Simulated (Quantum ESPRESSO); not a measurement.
# CO2 (I-42d) in Quantum ESPRESSO: band structure with r2SCAN

Aim: the band structure of CO2 with r2SCAN.

All numbers are computed with Quantum ESPRESSO 7.5; they aren't measurements. Logs are shortened: lines on timing, memory, paths and dates and some standing lists are left out, and cuts for length are marked.

### 1 Starting point

It takes space group I-42d (No. 122, tetragonal). Conventional cell: a = 3.949 Å, b = 3.949 Å, c = 6.028 Å, α = 90.00°, β = 90.00°, γ = 90.00°. Around O (site symmetry 2) lie 2 C at 1.40 Å. C (site symmetry -4) has 4 O at 1.40 Å as nearest neighbours.

The cell comes from a database or a generator and needn't be the stable form of this composition.

### 2 Band structure, r2SCAN

Input file pw.in:

```
&CONTROL
  calculation = 'scf'
  prefix = 'pwscf'
  outdir = './tmp'
  pseudo_dir = './pseudo'
  tprnfor = .true.
  tstress = .true.
  disk_io = 'low'
/
&SYSTEM
  ibrav = 0
  celldm(1) = 8
  nat = 6
  ntyp = 2
  ecutwfc = 88
  nbnd = 24
  input_dft = 'r2scan'
  occupations = 'smearing'
  smearing = 'fd'
  degauss = 0.00367493
  nosym = .true.
/
&ELECTRONS
  conv_thr = 1d-08
  electron_maxstep = 120
  mixing_beta = 0.5
/
ATOMIC_SPECIES
O     15.9990 O_ONCV_PBE-1.2.upf
C     12.0110 C_ONCV_PBE-1.2.upf
CELL_PARAMETERS alat
 -0.4664616501130   0.4664616501130   0.7119680179672
  0.4664616501130  -0.4664616501130   0.7119680179672
  0.4664616501130   0.4664616501130  -0.7119680179672
ATOMIC_POSITIONS crystal
O      0.8750000000    0.9597980000    0.5847980000
O      0.3750000000    0.2902020000    0.4152020000
O      0.0402020000    0.6250000000    0.9152020000
O      0.7097980000    0.1250000000    0.0847980000
C      0.0000000000    0.0000000000    0.0000000000
C      0.7500000000    0.2500000000    0.5000000000
K_POINTS automatic
7 7 7 0 0 0
```

Input file bands.in:

```
&CONTROL
  calculation = 'bands'
  prefix = 'pwscf'
  outdir = './tmp'
  pseudo_dir = './pseudo'
  disk_io = 'low'
  verbosity = 'high'
/
&SYSTEM
  ibrav = 0
  celldm(1) = 8
  nat = 6
  ntyp = 2
  ecutwfc = 88
  nbnd = 24
  input_dft = 'r2scan'
  occupations = 'smearing'
  smearing = 'fd'
  degauss = 0.00367493
  nosym = .true.
/
&ELECTRONS
  conv_thr = 1d-08
  electron_maxstep = 120
  mixing_beta = 0.5
  diago_full_acc = .true.
  startingwfc = 'random'
/
ATOMIC_SPECIES
O     15.9990 O_ONCV_PBE-1.2.upf
C     12.0110 C_ONCV_PBE-1.2.upf
CELL_PARAMETERS alat
 -0.4664616501130   0.4664616501130   0.7119680179672
  0.4664616501130  -0.4664616501130   0.7119680179672
  0.4664616501130   0.4664616501130  -0.7119680179672
ATOMIC_POSITIONS crystal
O      0.8750000000    0.9597980000    0.5847980000
O      0.3750000000    0.2902020000    0.4152020000
O      0.0402020000    0.6250000000    0.9152020000
O      0.7097980000    0.1250000000    0.0847980000
C      0.0000000000    0.0000000000    0.0000000000
C      0.7500000000    0.2500000000    0.5000000000
K_POINTS crystal
60
 0.0000000000  0.0000000000  0.0000000000 1
 0.0714285714 -0.0714285714  0.0000000000 1
 0.1428571429 -0.1428571429  0.0000000000 1
 0.2142857143 -0.2142857143  0.0000000000 1
 0.2857142857 -0.2857142857  0.0000000000 1
 0.3571428571 -0.3571428571  0.0000000000 1
 0.4285714286 -0.4285714286  0.0000000000 1
 0.5000000000 -0.5000000000  0.0000000000 1
 0.5000000000 -0.5000000000  0.0715417678 1
 0.5000000000 -0.5000000000  0.1430835357 1
 0.5000000000 -0.5000000000  0.2146253035 1
 0.4524375506 -0.4524375506  0.2621877529 1
 0.4048751012 -0.4048751012  0.3097502023 1
 0.3573126517 -0.3573126517  0.3573126517 1
 0.3126485703 -0.3126485703  0.3126485703 1
 0.2679844888 -0.2679844888  0.2679844888 1
 0.2233204073 -0.2233204073  0.2233204073 1
 0.1786563259 -0.1786563259  0.1786563259 1
 0.1339922444 -0.1339922444  0.1339922444 1
 0.0893281629 -0.0893281629  0.0893281629 1
 0.0446640815 -0.0446640815  0.0446640815 1
 0.0000000000  0.0000000000  0.0000000000 1
 0.0714285714  0.0714285714 -0.0714285714 1
 0.1428571429  0.1428571429 -0.1428571429 1
 0.2142857143  0.2142857143 -0.2142857143 1
 0.2857142857  0.2857142857 -0.2857142857 1
 0.3571428571  0.3571428571 -0.3571428571 1
 0.4285714286  0.4285714286 -0.4285714286 1
 0.5000000000  0.5000000000 -0.5000000000 1
 0.5475624494  0.4524375506 -0.4524375506 1
 0.5951248988  0.4048751012 -0.4048751012 1
 0.6426873483  0.3573126517 -0.3573126517 1
 0.6070155112  0.2679844888 -0.2679844888 1
 0.5713436741  0.1786563259 -0.1786563259 1
 0.5356718371  0.0893281629 -0.0893281629 1
 0.5000000000  0.0000000000  0.0000000000 1
 0.5416666667 -0.0416666667 -0.0416666667 1
 0.5833333333 -0.0833333333 -0.0833333333 1
 0.6250000000 -0.1250000000 -0.1250000000 1
 0.6666666667 -0.1666666667 -0.1666666667 1
 0.7083333333 -0.2083333333 -0.2083333333 1
 0.7500000000 -0.2500000000 -0.2500000000 1
 0.7558957828 -0.1725624494 -0.2916666667 1
 0.7617915655 -0.0951248988 -0.3333333333 1
 0.7676873483 -0.0176873483 -0.3750000000 1
 0.7735831310  0.0597502023 -0.4166666667 1
 0.7794789138  0.1371877529 -0.4583333333 1
 0.7853746965  0.2146253035 -0.5000000000 1
 0.7378122471  0.2621877529 -0.5000000000 1
 0.6902497977  0.3097502023 -0.5000000000 1
 0.6426873483  0.3573126517 -0.5000000000 1
 0.5951248988  0.4048751012 -0.5000000000 1
 0.5475624494  0.4524375506 -0.5000000000 1
 0.5000000000  0.5000000000 -0.5000000000 1
 0.5000000000 -0.5000000000  0.0000000000 1
 0.5500000000 -0.4500000000 -0.0500000000 1
 0.6000000000 -0.4000000000 -0.1000000000 1
 0.6500000000 -0.3500000000 -0.1500000000 1
 0.7000000000 -0.3000000000 -0.2000000000 1
 0.7500000000 -0.2500000000 -0.2500000000 1
```

Potentials or basis: SG15 PBE 1.2.

Command:

```bash
> OMP_NUM_THREADS=1 mpirun -n 4 pw.x -nk 4 -in pw.in > pw.out
> OMP_NUM_THREADS=1 mpirun -n 4 pw.x -nk 4 -in bands.in > bands.out
```

pw.out:

```text
This program is part of the open-source Quantum ESPRESSO suite
     for quantum simulation of materials; please cite
         "P. Giannozzi et al., J. Phys.:Condens. Matter 21 395502 (2009);
         "P. Giannozzi et al., J. Phys.:Condens. Matter 29 465901 (2017);
         "P. Giannozzi et al., J. Chem. Phys. 152 154105 (2020);
     in publications or presentations arising from this work. More details at

     IMPORTANT: XC functional enforced from input :
     Exchange-correlation= R2SCAN
                           (   0   0   0   0   0 497 498)
     Any further DFT definition will be discarded
     Please, verify this is what you really want

     K-points division:     npool     =       4
     Subspace diagonalization in iterative solution of the eigenvalue problem:
     a serial algorithm will be used

     G-vector sticks info
     --------------------
     sticks:   dense  smooth     PW     G-vecs:    dense   smooth      PW
     Sum        1689    1689    515                35307    35307    6147

     Using Slab Decomposition

     bravais-lattice index     =            0
     lattice parameter (alat)  =       8.0000  a.u.
     unit-cell volume          =     317.2651 (a.u.)^3
     number of atoms/cell      =            6
     number of atomic types    =            2
     number of electrons       =        32.00
     number of Kohn-Sham states=           24
     kinetic-energy cutoff     =      88.0000  Ry
     charge density cutoff     =     352.0000  Ry
     scf convergence threshold =      1.0E-08
     mixing beta               =       0.5000
     number of iterations used =            8  plain     mixing
     Exchange-correlation= R2SCAN
                           (   0   0   0   0   0 497 498)

     celldm(1)=   8.000000  celldm(2)=   0.000000  celldm(3)=   0.000000
     celldm(4)=   0.000000  celldm(5)=   0.000000  celldm(6)=   0.000000

     crystal axes: (cart. coord. in units of alat)
               a(1) = (  -0.466462   0.466462   0.711968 )
               a(2) = (   0.466462  -0.466462   0.711968 )
               a(3) = (   0.466462   0.466462  -0.711968 )

     reciprocal axes: (cart. coord. in units 2 pi/alat)
               b(1) = (  0.000000  1.071899  0.702279 )
               b(2) = (  1.071899  0.000000  0.702279 )
               b(3) = (  1.071899  1.071899  0.000000 )

     PseudoPot. # 1 for O  read from file:
     O_ONCV_PBE-1.2.upf
     Pseudo is Norm-conserving, Zval =  6.0
     Generated using ONCVPSP code by D. R. Hamann
     Using radial grid of  602 points,  4 beta functions with:
                l(1) =   0
                l(2) =   0
                l(3) =   1
                l(4) =   1

     PseudoPot. # 2 for C  read from file:
     C_ONCV_PBE-1.2.upf
     Pseudo is Norm-conserving, Zval =  4.0
     Generated using ONCVPSP code by D. R. Hamann
     Using radial grid of  602 points,  4 beta functions with:
                l(1) =   0
                l(2) =   0
                l(3) =   1
                l(4) =   1

     atomic species   valence    mass     pseudopotential
     O                 6.00    15.99900     O ( 1.00)
     C                 4.00    12.01100     C ( 1.00)

     No symmetry found

   Cartesian axes

     site n.     atom                  positions (alat units)
         1        O      tau(   1) = (   0.3123409   0.2332308   0.8899600  )
         2        O      tau(   2) = (   0.1541208   0.2332308   0.1779920  )
         3        O      tau(   3) = (   0.6996925   0.1541208  -0.1779920  )
         4        O      tau(   4) = (  -0.2332308   0.3123409   0.5339760  )
         5        C      tau(   5) = (   0.0000000   0.0000000   0.0000000  )
         6        C      tau(   6) = (   0.0000000   0.4664617   0.3559840  )

     number of k points=   172  Fermi-Dirac smearing, width (Ry)=  0.0037

     Number of k-points >= 100: set verbosity='high' to print them.

     Dense  grid:    35307 G-vectors     FFT dimensions: (  48,  48,  48)

     WARNING: libxc functional with ID  497 depends
      on external parameters: check the user_guide of
      QE if you need to modify them or to check their
      default values.

     WARNING: libxc functional with ID  498 depends
      on external parameters: check the user_guide of
      QE if you need to modify them or to check their
      default values.

     Initial potential from superposition of free atoms

     starting charge      31.9823, renormalised to      32.0000
     Starting wfcs are random

     Self-consistent Calculation

     iteration #  1     ecut=    88.00 Ry     beta= 0.50
     Davidson diagonalization with overlap
     ethr =  1.00E-02,  avg # of iterations = 10.6

     total energy              =    -150.15592648 Ry
     estimated scf accuracy    <      48.79757975 Ry

     iteration #  2     ecut=    88.00 Ry     beta= 0.50
     Davidson diagonalization with overlap
     ethr =  1.00E-02,  avg # of iterations =  1.0

     total energy              =    -150.35528873 Ry
     estimated scf accuracy    <       9.43873864 Ry

     iteration #  3     ecut=    88.00 Ry     beta= 0.50
     Davidson diagonalization with overlap
     ethr =  1.00E-02,  avg # of iterations =  1.0

     total energy              =    -150.36719922 Ry
     estimated scf accuracy    <       0.32735056 Ry

     iteration #  4     ecut=    88.00 Ry     beta= 0.50
     Davidson diagonalization with overlap
     ethr =  1.02E-03,  avg # of iterations =  1.1

     total energy              =    -150.36850406 Ry
     estimated scf accuracy    <       0.00209243 Ry

     iteration #  5     ecut=    88.00 Ry     beta= 0.50
     Davidson diagonalization with overlap
     c_bands:  1 eigenvalues not converged
     ethr =  6.54E-06,  avg # of iterations = 13.6

     total energy              =    -150.36878863 Ry
     estimated scf accuracy    <       0.00021128 Ry

     iteration #  6     ecut=    88.00 Ry     beta= 0.50
     Davidson diagonalization with overlap
     ethr =  6.60E-07,  avg # of iterations =  1.5

     total energy              =    -150.36879279 Ry
     estimated scf accuracy    <       0.00004539 Ry

     iteration #  7     ecut=    88.00 Ry     beta= 0.50
     Davidson diagonalization with overlap
     ethr =  1.42E-07,  avg # of iterations =  1.0

     total energy              =    -150.36879305 Ry
     estimated scf accuracy    <       0.00000030 Ry

     iteration #  8     ecut=    88.00 Ry     beta= 0.50
     Davidson diagonalization with overlap
     ethr =  9.39E-10,  avg # of iterations =  2.0

     total energy              =    -150.36879308 Ry
     estimated scf accuracy    <       0.00000006 Ry

     iteration #  9     ecut=    88.00 Ry     beta= 0.50
     Davidson diagonalization with overlap
     ethr =  1.84E-10,  avg # of iterations =  1.2

     End of self-consistent calculation

     Number of k-points >= 100: set verbosity='high' to print the bands.

     the Fermi energy is    10.6087 ev

!    total energy              =    -150.36879309 Ry
     estimated scf accuracy    <          8.7E-09 Ry
     smearing contrib. (-TS)   =       0.00000000 Ry
     internal energy E=F+TS    =    -150.36879309 Ry

     The total energy is F=E-TS. E is the sum of the following terms:
     one-electron contribution =     -48.33879687 Ry
     hartree contribution      =      42.82575918 Ry
     xc contribution           =     -35.15831955 Ry
     ewald contribution        =    -109.69743584 Ry

     convergence has been achieved in   9 iterations

     Forces acting on atoms (cartesian axes, Ry/au):

     atom    1 type  1   force =     0.00614882   -0.00000002   -0.00000052
     atom    2 type  1   force =    -0.00614904    0.00000039    0.00000005
     atom    3 type  1   force =     0.00000022   -0.00614807    0.00000003
     atom    4 type  1   force =    -0.00000001    0.00614788   -0.00000032
     atom    5 type  2   force =    -0.00000002    0.00000005   -0.00000000
     atom    6 type  2   force =     0.00000003   -0.00000024    0.00000076

     Total force =     0.012297     Total SCF correction =     0.000004

     Computing stress (Cartesian axis) and pressure

          total   stress  (Ry/bohr**3)                   (kbar)     P=      -73.65
  -0.00045841  -0.00000000  -0.00000001          -67.44       -0.00       -0.00
  -0.00000000  -0.00045843  -0.00000000           -0.00      -67.44       -0.00
  -0.00000001  -0.00000000  -0.00058509           -0.00       -0.00      -86.07

=------------------------------------------------------------------------------=
   JOB DONE.
=------------------------------------------------------------------------------=
```

It took 3.3 min on 4 MPI ranks of Intel Xeon 6975P-C (Granite Rapids), shared host; peak memory 0.68 GiB.

Results:

| Property | Result |
| --- | --- |
| Free energy | -2045.8717 eV |
| Pressure | -7.4 GPa |
| Largest force | 0.158 eV/Å |
| Band gap on the k mesh | 8.48 eV, indirect (least direct gap 8.90 eV) |
| Band gap along the path | 8.47 eV, indirect (least direct gap 8.90 eV) |

Forces in eV/Å, atoms in the order of the input:
```
O    0.158  0.000  0.000
O   -0.158  0.000  0.000
O    0.000 -0.158  0.000
O    0.000  0.158  0.000
C    0.000  0.000  0.000
C    0.000  0.000  0.000
```

Levels at the corners of the path, in eV from the valence-band top:
```
point  band 13  band 14  band 15  band 16  band 17  band 18  band 19  band 20
    Γ    -1.20    -0.82    -0.82    -0.42     8.47     9.48    10.09    10.09
    X    -0.65    -0.65    -0.52    -0.52     9.49     9.49    10.74    10.74
    Y    -1.06    -1.06    -0.30    -0.30     9.40     9.40    10.94    10.94
    S    -2.25    -1.20    -0.32    -0.09     8.89     9.76    10.91    11.69
    Γ    -1.20    -0.82    -0.82    -0.42     8.47     9.48    10.09    10.09
    Z    -2.89    -2.89     0.00     0.00     9.68     9.68    11.32    11.32
   S1    -2.25    -1.20    -0.32    -0.09     8.89     9.76    10.91    11.69
    N    -1.69    -1.36    -0.39     0.00     8.98    10.00    10.49    11.09
    P    -0.80    -0.80    -0.59    -0.59     9.47     9.47    10.33    10.33
   Y1    -1.06    -1.06    -0.30    -0.30     9.40     9.40    10.94    10.94
    Z    -2.89    -2.89     0.00     0.00     9.68     9.68    11.32    11.32
    X    -0.65    -0.65    -0.52    -0.52     9.49     9.49    10.74    10.74
    P    -0.80    -0.80    -0.59    -0.59     9.47     9.47    10.33    10.33
```

Caveat: the potentials were made for another functional, which shifts forces and pressure. r2SCAN opens gaps a little over a GGA but as a rule still falls short of measured ones.
